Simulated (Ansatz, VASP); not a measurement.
Te2Mo in VASP and in Ansatz

File INCAR:

```
PREC = Accurate
ENCUT = 520
EDIFF = 1E-6
ISMEAR = 0
SIGMA = 0.1
LREAL = False
LASPH = True
NELM = 100
ALGO = Normal
ISIF = 2
LWAVE = False
LCHARG = False
GGA = PE
NBANDS = 35
```

Contents of KPOINTS:

```
Automatic mesh
0
Gamma
  6 6 2
```

File POSCAR:

```
Te2Mo
1.0
    3.5656550000      0.0000000000      0.0000000000
   -1.7828270000      3.0879470000      0.0000000000
    0.0000000000      0.0000000000     14.6477790000
Te Mo
4 2
Direct
    0.3333330000      0.6666670000      0.6278230000
    0.6666670000      0.3333330000      0.1278230000
    0.6666670000      0.3333330000      0.3721770000
    0.3333330000      0.6666670000      0.8721770000
    0.3333330000      0.6666670000      0.2500000000
    0.6666670000      0.3333330000      0.7500000000
```

Input for Ansatz:

```yaml
crystal:
  lattice:
    - [3.565655, 0.0, 0.0]
    - [-1.782827, 3.087947, 0.0]
    - [0.0, 0.0, 14.647779]
  atoms:
    - { symbol: Te, position: [0.333333, 0.666667, 0.627823] }
    - { symbol: Te, position: [0.666667, 0.333333, 0.127823] }
    - { symbol: Te, position: [0.666667, 0.333333, 0.372177] }
    - { symbol: Te, position: [0.333333, 0.666667, 0.872177] }
    - { symbol: Mo, position: [0.333333, 0.666667, 0.25] }
    - { symbol: Mo, position: [0.666667, 0.333333, 0.75] }
basis:
  ecutwfc: 420
kpoints:
  mp_grid: { grid: [6, 6, 2] }
hamiltonian:
  xc: pbe
scf:
  occupations: { method: gaussian, width: 0.1 }
output:
  forces: true
  stress: true
  eigenvalues: true
```

The cell is a database's computed one.

Alike in both runs: task single point; functional PBE; k mesh 6 × 6 × 2; occupations gaussian, width 0.1 eV; no spin polarisation.

|  | VASP | Ansatz |
| --- | --- | --- |
| version | VASP 6.6.1 | Ansatz 0.2.0 |
| potentials or method | VASP PAW PBE potentials, release 64 (Te, Mo_sv) | scalar-relativistic, plane waves, PAW |
| plane-wave cutoff (eV) | 520 | 420 |
| valence electrons in the cell | 52 | 92 |

```tsv
	VASP	Ansatz	Ansatz less VASP
gap on the k mesh at the Fermi level (eV)	0.94	0.95	+0.009
least direct gap on the mesh (eV)	0.97	0.98	+0.001
pressure (GPa)	0.8	0.8	0.00
largest component of the traceless stress (GPa)	1.05	0.99	-0.059
rms of the force components (eV/Å)	0.098	0.091	-0.0068
```

Atom by atom the forces differ by 0.007 eV/Å (rms over components). The two sets of potentials don't hold the same shells in valence. Ansatz warned: «structure_snapped_to_symmetry».

Caveats: spin-orbit coupling is left out, which moves the levels of the heavy elements; this functional lacks dispersion, which binds the layers, so the pressure and a relaxed spacing across them are unreliable. A k mesh can miss the band edges. As with any semilocal functional, this PBE gap is likely too small.
